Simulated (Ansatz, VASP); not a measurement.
Two plane-wave programs on Cs

```xyz
4
Lattice="2.8714 -9.0184 0.0000 2.8714 9.0184 0.0000 0.0000 0.0000 8.3262" Properties=species:S:1:pos:R:3 pbc="T T T"
Cs    2.8714    6.6570    8.3047
Cs    2.8714   -2.3614    4.1847
Cs    2.8714   -6.6570    0.0215
Cs    2.8714    2.3614    4.1416
```

Alike in both runs: functional PBEsol; k mesh 4 × 4 × 2; occupations gaussian, width 0.1 eV; no spin polarisation.

Ansatz relaxed the structure, and its values are those at the end. VASP's run is a single point on that final structure, the one shown.

|  | VASP | Ansatz |
| --- | --- | --- |
| version | VASP 6.6.1 | Ansatz 0.2.0 |
| potentials or method | VASP PAW PBE potentials, release 64 (Cs_sv) | scalar-relativistic, plane waves, PAW |
| plane-wave cutoff (eV) | 520 | 420 |
| valence electrons in the cell | 36 | 36 |

|  | VASP | Ansatz | Ansatz less VASP |
| --- | --- | --- | --- |
| gap on the k mesh at the Fermi level (eV) | none | none | - |
| pressure (GPa) | 0.1 | 0.1 | 0.00 |
| rms of the force components (eV/Å) | 0.015 | 0.015 | +0.0001 |

A gap of «none» marks a metal or a gap that the smearing closes.

Caveats: the k mesh is coarse (spacing up to 0.38 Å⁻¹), so the values aren't converged; the PAW data sets were made with another functional, which shifts forces and pressure a little (VASP). The runs have no spin-orbit coupling, so splittings on Cs are missing.
